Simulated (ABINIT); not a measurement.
# How the form of the self-energy moves the gap of BeTe (F-43m), part 2 of 2

Aim: compare treatments of exchange, screening and correlation for the gap of BeTe (F-43m).

ABINIT 10.8.3; PBE and many-body steps on it, plane waves. Known limits of the many-body steps: not at the basis limit; exchange with frozen shells missing; no spin-orbit coupling.

So far. Step 4 (G0W0, Godby-Needs plasmon pole): The gap on the mesh goes from 2.03 eV to 3.41 eV, a correction of +1.38 eV. Step 5 (G0W0, Hybertsen-Louie plasmon pole): Against G0W0 in ABINIT (6×6×6 mesh, 145 bands, screening to 190.5 eV, Godby-Needs plasmon pole), the gap moves by +0.051 eV.

## 6. G0W0, von der Linden-Horsch plasmon pole

Level of this step: G0W0 on PBE, plane waves, norm-conserving pseudopotentials (ABINIT).

Contents of run.abi:

```
acell 3*1.0 Angstrom
rprim 
  -0.000000000000 2.831458787600 2.831458787600
  2.831458787600 0.000000000000 2.831458787600
  2.831458787600 2.831458787600 0.000000000000
ntypat 2
znucl 4 52
natom 2
typat 1 2
xred 
  0.000000000000 0.000000000000 0.000000000000
  0.750000000000 0.750000000000 0.750000000000
pp_dirpath "pseudos"
pseudos "Be.upf, Te.upf"
ecut 38
ngkpt 6 6 6
nshiftk 1
shiftk 0 0 0
kptopt 1
chksymbreak 0
istwfk *1
occopt 1
irdwfk 1
optdriver 4
nband 145
gwcalctyp 0
ecutsigx 38
symsigma 1
nkptgw 2
kptgw 
  0.0000000000 0.0000000000 0.0000000000
  0.5000000000 0.5000000000 0.0000000000
bdgw 
  8 13
  9 12
ecuteps 7
irdscr 1
ppmodel 3
indata_prefix "in"
outdata_prefix "out"
tmpdata_prefix "tmp"
```

Started as:

```sh
$ OMP_NUM_THREADS=1 mpirun -n 8 abinit run.abi > log
```

Log:

```text
.Version 10.8.3 of ABINIT. v10.8.2 released Aug 2026.

 Symmetries : space group F-4 3 m (#216); Bravais cF (face-center cubic)
[... echo of the input left out ...]
== DATASET  1 ==================================================================
-   mpi_nproc: 8, omp_nthreads: 1 (-1 if OMP is not activated)

--- !DatasetInfo
iteration_state: {dtset: 1, }
dimensions: {natom: 2, nkpt: 16, mband: 145, nsppol: 1, nspinor: 1, nspden: 1, mpw: 3479, }
cutoff_energies: {ecut:  38.0, pawecutdg:  -1.0, }
[...]
Band     E0 <VxcDFT>   SigX SigC(E0)      Z dSigC/dE  Sig(E)    E-E0       E
[...]
11   6.004  -8.757  -4.901  -4.304   0.874  -0.144  -9.149  -0.392   5.612
       12   6.690  -9.557  -5.481  -4.333   0.870  -0.150  -9.781  -0.224   6.466

== END DATASET(S) ==============================================================
================================================================================

 -outvars: echo values of variables after computation  --------
           etotal      0.0000000000E+00
            nband         145
             nkpt          16
          spgroup         216
 [... the other variables as echoed above ...]

 Calculation completed.
```

Elapsed: 10 s, on 8 MPI ranks of Arm Neoverse V1, shared host; peak memory 2.2 GiB; 79 s of CPU time.

Numbers from this step:

```
G0W0 gap on the points computed              : 3.439 eV
starting gap on the mesh                     : 2.028 eV
k of the valence top                         : 0, 0, 0
k of the conduction bottom                   : 0.5, 0.5, 0
least direct G0W0 gap on the computed points : 5.377 eV
```

Against G0W0 in ABINIT (6×6×6 mesh, 145 bands, screening to 190.5 eV, Godby-Needs plasmon pole), the gap moves by +0.033 eV.

## 7. G0W0, Engel-Farid plasmon pole

Edit run.abi of step 6 so:

```diff
@@ -37,3 +37,3 @@
 irdscr 1
-ppmodel 3
+ppmodel 4
 indata_prefix "in"
```

Log:

```text
.Version 10.8.3 of ABINIT. v10.8.2 released Aug 2026.

 Symmetries : space group F-4 3 m (#216); Bravais cF (face-center cubic)
[... echo of the input left out ...]
== DATASET  1 ==================================================================
-   mpi_nproc: 8, omp_nthreads: 1 (-1 if OMP is not activated)

--- !DatasetInfo
iteration_state: {dtset: 1, }
dimensions: {natom: 2, nkpt: 16, mband: 145, nsppol: 1, nspinor: 1, nspden: 1, mpw: 3479, }
cutoff_energies: {ecut:  38.0, pawecutdg:  -1.0, }
[...]
Band     E0 <VxcDFT>   SigX SigC(E0)      Z dSigC/dE  Sig(E)    E-E0       E
[...]
11   6.004  -8.757  -4.901  -3.905   0.825  -0.213  -8.797  -0.040   5.963
       12   6.690  -9.557  -5.481  -3.936   0.819  -0.221  -9.442   0.115   6.805

== END DATASET(S) ==============================================================
================================================================================

 -outvars: echo values of variables after computation  --------
           etotal      0.0000000000E+00
            nband         145
             nkpt          16
          spgroup         216
 [... the other variables as echoed above ...]

 Calculation completed.
```

Elapsed: 10 s, on 8 MPI ranks; peak memory 2.2 GiB; 80 s of CPU time.

This step gave:

| Quantity | Value |
| --- | --- |
| G0W0 gap on the points computed | 3.436 eV |
| starting gap on the mesh | 2.028 eV |
| k of the valence top | 0, 0, 0 |
| k of the conduction bottom | 0.5, 0.5, 0 |
| least direct G0W0 gap on the computed points | 5.349 eV |

Against G0W0 in ABINIT (6×6×6 mesh, 145 bands, screening to 190.5 eV, Godby-Needs plasmon pole), the gap moves by +0.030 eV.

## 8. Side by side

Times are wall times on 8 MPI ranks of Arm Neoverse V1, shared host, good to a factor of about two. A run's time includes the screening step that it read.

```csv
run,mesh,bands,screening cutoff (eV),DFT gap (eV),gap on the mesh (eV),direct (eV),ε∞ used,time
"G0W0, Godby-Needs plasmon pole",6×6×6,145,190.5,2.028,3.406,5.301,7.30,2.8 min
"G0W0, Hybertsen-Louie plasmon pole",6×6×6,145,190.5,2.028,3.457,5.358,7.30,2.8 min
"G0W0, von der Linden-Horsch plasmon pole",6×6×6,145,190.5,2.028,3.439,5.377,7.30,2.7 min
"G0W0, Engel-Farid plasmon pole",6×6×6,145,190.5,2.028,3.436,5.349,7.30,2.7 min
```

## 9. What came out

| Property | Result |
| --- | --- |
| G0W0, Godby-Needs plasmon pole | 3.406 eV |
| G0W0, Hybertsen-Louie plasmon pole | 3.457 eV |
| G0W0, von der Linden-Horsch plasmon pole | 3.439 eV |
| G0W0, Engel-Farid plasmon pole | 3.436 eV |
| known limits | not at the basis limit; exchange with frozen shells missing; no spin-orbit coupling |

G0W0, Hybertsen-Louie plasmon pole: +0.051 eV against G0W0, Godby-Needs plasmon pole. G0W0, von der Linden-Horsch plasmon pole: +0.033 eV against G0W0, Godby-Needs plasmon pole. G0W0, Engel-Farid plasmon pole: +0.030 eV against G0W0, Godby-Needs plasmon pole. Against experiment, by G0W0, Godby-Needs plasmon pole: the gap of 3.41 eV lies +0.71 eV from the measured 2.7 eV (indirect, quoted 1997); the gap of 3.41 eV lies +0.61 eV from the measured 2.8 eV (indirect, quoted 1997). These are gaps on the mesh, at modest bands and cutoff. The calculation has static nuclei and no excitons; a measured gap holds zero-point and thermal motion, which mostly lowers it. With atoms this heavy the missing spin-orbit coupling can matter too. Bands and cutoff are finite, so the gap is not at the basis limit. The miss can reach some tenths of an eV and take either sign; the mesh is an error of its own. In the G0W0 runs levels were corrected at 2 k points alone, so a gap called «on the mesh» is the least over those, and an edge elsewhere would be missed. The norm-conserving file of at least one element keeps a d shell over frozen s and p shells of the same row. Exchange with those shells is missing from the self-energy, an error of 0.3 to 0.9 eV in cases checked, whose sign depends on which edge lies on those atoms.

[Paths, hosts, dates, memory and timing lines, banners, echoed tables and standing remarks are left out of the program output.]

[Logs are printed without paths, hosts, clocks, repeated set-up lines and the standing remarks that a program may print on its own settings, such as how far it seeks lower states.]

[Runs of the session that timed out or met a known fault of the program may be left out.]

[Hosts, paths, dates, database ids (printed as entryN), source tags and the programs' standing remarks are cut or masked in the printed files.]

[G0W0 gaps are taken among the corrected bands and points alone; a level outside them can change the order at an edge.]

[Where Ansatz stands beside ABINIT at settings called matched, ABINIT's density can come from a denser mesh and the files from another edition; pairs whose starting gaps differed by over 0.03 eV were left out, so agreement reads better than it is.]
